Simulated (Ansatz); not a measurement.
Bulk crystal (SnO$_{2}$) after relaxation:

```cif
data_structure
_symmetry_space_group_name_H-M 'P4_2/mnm'
_symmetry_Int_Tables_number 136
_cell_length_a 4.7690
_cell_length_b 4.7690
_cell_length_c 3.2121
_cell_angle_alpha 90.000
_cell_angle_beta 90.000
_cell_angle_gamma 90.000
_cell_volume 73.05
loop_
_atom_site_label
_atom_site_type_symbol
_atom_site_symmetry_multiplicity
_atom_site_Wyckoff_symbol
_atom_site_fract_x
_atom_site_fract_y
_atom_site_fract_z
_atom_site_occupancy
Sn1 Sn 2 a 0.00000 0.00000 0.00000 1
O1 O 4 f 0.30628 0.30628 0.00000 1
```

Miller indices refer to the conventional cell of P4_2/mnm (No. 136), a = 4.769 Å, b = 4.769 Å, c = 3.212 Å, α = 90.00°, β = 90.00°, γ = 90.00°. The bulk's gap is 0.92 eV.

Consider the (100) slab of 18 planes, 13.8 Å thick with 15 Å of vacuum as cut; outer planes O (top) and O (bottom), all atoms relaxed.

Theory: DFT PBEsol, scalar-relativistic, plane waves, PAW in Ansatz. Settings: cutoff 420 eV, Γ-centred mesh 8×6×1 on the computed 18-atom cell, Gaussian smearing of 0.05 eV; no spin polarisation. A dipole correction removes the field between periodic images along c.

(1) Estimate the surface energy (mean of both faces).

(2) Estimate the gap of the slab on the mesh.

(3) Give the bulk valence band top under the vacuum level.

(4) Predict the bulk conduction band bottom under the vacuum level.

(5) The top two planes lie 0.924 Å apart in the bulk. How does relaxation change this?

## Answers

(1) 1.28 J/m².

(2) 1.38 eV.

(3) 7.97 eV.

(4) 7.05 eV.

(5) The spacing becomes 1.052 Å (+13.8 %).